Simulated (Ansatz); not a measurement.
# Ca: how well frozen cores do

Aim: solve Ca at one geometry with full-potential LAPW, frozen-core PAW and datasets made for this crystal, and see where they agree.

Program: Ansatz 0.2.0. Level of theory: DFT PBEsol, scalar-relativistic. These are calculated values, not measurements.

## 1. The structure to begin with

The structure is orthorhombic, space group Cmcm (No. 63). The conventional cell has a = 3.943 Å, b = 6.791 Å, c = 6.509 Å, α = 90.00°, β = 90.00°, γ = 90.00°. Around Ca (site symmetry m2m) lie 12 Ca at 3.93 to 3.98 Å.

Coordinates:

```
Ca
1.0
     1.97128   -3.39549    0.00000
     1.97128    3.39549    0.00000
     0.00000    0.00000    6.50911
Ca
2
Direct
  0.83559 0.16441 0.25000
  0.16441 0.83559 0.75000
```

Structure from a Materials Project entry, not relaxed further.

Atoms are numbered in the order of the input: Ca1, Ca2.

## 2. Full-potential LAPW

input.yaml

```yaml
crystal:
  lattice:
    - [1.971275995, -3.39549018, 0.0]
    - [1.971275995, 3.39549018, 0.0]
    - [0.0, 0.0, 6.50911174]
  atoms:
    - { symbol: Ca, position: [0.8355866, 0.1644134, 0.25] }
    - { symbol: Ca, position: [0.1644134, 0.8355866, 0.75] }
kpoints:
  mp_grid: { grid: [11, 11, 6] }
  band_path:
    path:
      - [0.0, 0.0, 0.0]
      - [-0.5, 0.5, 0.0]
      - [-0.334261642, 0.665738358, 0.0]
      - [0.334261642, 0.334261642, 0.0]
      - [0.0, 0.0, 0.0]
      - [0.0, 0.0, 0.5]
      - [0.334261642, 0.334261642, 0.5]
      - [-0.334261642, 0.665738358, 0.5]
      - [-0.5, 0.5, 0.5]
    npoints: 8
scf:
  occupations: { method: fermi_dirac, width: 0.05 }
hamiltonian:
  xc: pbesol
  pseudopotentials: { kind: all_electron, lapw: { basis_error: 0.0005 } }
output:
  forces: true
  stress: true
  eigenvalues: true
  populations: true
  dos: { projected: true, de: 0.2, e_range: [-14, 8] }
```

The run is started by

```
> ansatz run input.yaml --threads 1 --pin off --max-ram 2048MiB --backend cpu --events-out ev --progress --plain --runs-dir out
```

## 3. Frozen-core PAW

input.yaml: that of step 2 with these lines changed.

```diff
@@ -26,3 +26,3 @@
   xc: pbesol
-  pseudopotentials: { kind: all_electron, lapw: { basis_error: 0.0005 } }
+  pseudopotentials: { kind: paw }
 output:
@@ -31,3 +31,5 @@
   eigenvalues: true
+  efg: { contact_densities: true }
   populations: true
+  bader: true
   dos: { projected: true, de: 0.2, e_range: [-14, 8] }
```

## 4. Datasets made for this crystal

input.yaml: that of step 3 with these lines changed.

```diff
@@ -26,3 +26,3 @@
   xc: pbesol
-  pseudopotentials: { kind: paw }
+  pseudopotentials: { kind: all_electron, datasets: crystal }
 output:
@@ -32,4 +32 @@
   efg: { contact_densities: true }
-  populations: true
-  bader: true
-  dos: { projected: true, de: 0.2, e_range: [-14, 8] }
```

(Steps that only read results are left out.)

What does the calculation give? Wanted: pressure; gap; largest force; Bader charges.

**Answer**, as computed:

| quantity | value |
| --- | --- |
| pressure | LAPW -1.08, PAW -1.08, crystal datasets -1.08 GPa |
| gap (LAPW) | none |
| largest force | LAPW 0.016, PAW 0.016, crystal datasets 0.016 eV/Å |
| Bader charges (PAW) | Ca1 +0.00 e |

At this geometry the cell is under tension of 1.1 GPa, so it would shrink if let go. There is no gap at this level; the crystal is a metal here. The field gradient at Ca1, the largest by crystal datasets, is -0.45 by PAW and -0.45 by crystal datasets (10²¹ V/m²), within 5 %. PAW lies less than 0.01 GPa from LAPW in pressure.
